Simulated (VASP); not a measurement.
The system is Cu.

```
Cu
1.0
    -1.43419    1.43419    1.43419
     1.43419   -1.43419    1.43419
     1.43419    1.43419   -1.43419
Cu
1
Direct
  0.00000 0.00000 0.00000
```

This isn't the form of Cu at room conditions, which is fcc.

- Program: VASP 6.6.1
- Task: relaxation of cell and atoms
- Functional: RPBE
- Potentials or basis: VASP PAW PBE potentials, release 64 (Cu)
- Cutoff: 600 eV
- k mesh: 20 × 20 × 20
- Occupations: gaussian, width 0.1 eV
- Spin: no spin polarisation

At the start: pressure 8.1 GPa; volume 11.80 Å³/atom.

Q: How do energy, volume and symmetry change on relaxing?

A: Over 3 steps the energy falls by 16.9 meV/atom and the volume is 12.51 Å³/atom (+6.0 %); space group Im-3m (No. 229, to 0.05 Å).

The path:
| step | energy change (eV) | largest force (eV/Å) | pressure (GPa) | volume (Å³) |
| --- | --- | --- | --- | --- |
| 1 | 0.0000 | 0.0000 | 8.08 | 11.80 |
| 2 | -0.0137 | 0.0000 | -2.92 | 12.85 |
| 3 | -0.0169 | 0.0000 | 0.02 | 12.51 |

Final structure:
```
Cu
1.0
    -1.46238    1.46238    1.46238
     1.46238   -1.46238    1.46238
     1.46238    1.46238   -1.46238
Cu
1
Cartesian
  0.0000 0.0000 0.0000
```

Caveat: the PAW data sets were made with another functional, which shifts forces and pressure a little.
